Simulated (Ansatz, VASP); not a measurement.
**One calculation of C, two programs**

```
C
1.0
     0.00000    1.78337    1.78337
     1.78337    0.00000    1.78337
     1.78337    1.78337    0.00000
C
2
Direct
  0.00000 0.00000 0.00000
  0.25000 0.25000 0.25000
```

Alike in both runs: task single point; functional PBE; k mesh 12 × 12 × 12; occupations gaussian, width 0.02 eV; no spin polarisation.

```csv
,VASP,Ansatz
version,VASP 6.6.1,Ansatz 0.2.0
potentials or method,"VASP PAW PBE potentials, release 64 (C)","scalar-relativistic, plane waves, PAW"
plane-wave cutoff (eV),520,420
valence electrons in the cell,8,8
```

```csv
,VASP,Ansatz,Ansatz less VASP
gap on the k mesh at the Fermi level (eV),4.15,4.16,+0.007
least direct gap on the mesh (eV),5.59,5.59,+0.004
pressure (GPa),2.5,1.8,-0.68
```
